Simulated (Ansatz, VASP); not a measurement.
**Zn in VASP and in Ansatz**

```xyz
1
Lattice="0.0000 1.8971 1.8971 1.8971 0.0000 1.8971 1.8971 1.8971 0.0000" Properties=species:S:1:pos:R:3 pbc="T T T"
Zn    0.0000    0.0000    0.0000
```

Change from the starting cell: volume scaled by 0.9, LAPW.

Alike in both runs: task single point; functional PBE; k mesh 17 × 17 × 17; occupations fermi-dirac, width 0.05 eV; no spin polarisation.

```csv
,VASP,Ansatz
version,VASP 6.6.1,Ansatz 0.2.0
potentials or method,"VASP PAW PBE potentials, release 64 (Zn), cutoff 520 eV","all-electron LAPW, scalar-relativistic"
```

```csv
,VASP,Ansatz,Ansatz less VASP
pressure (GPa),10.2,9.7,-0.44
```

Ansatz ran all-electron here, so the differences hold the error of VASP's frozen core and of both bases.
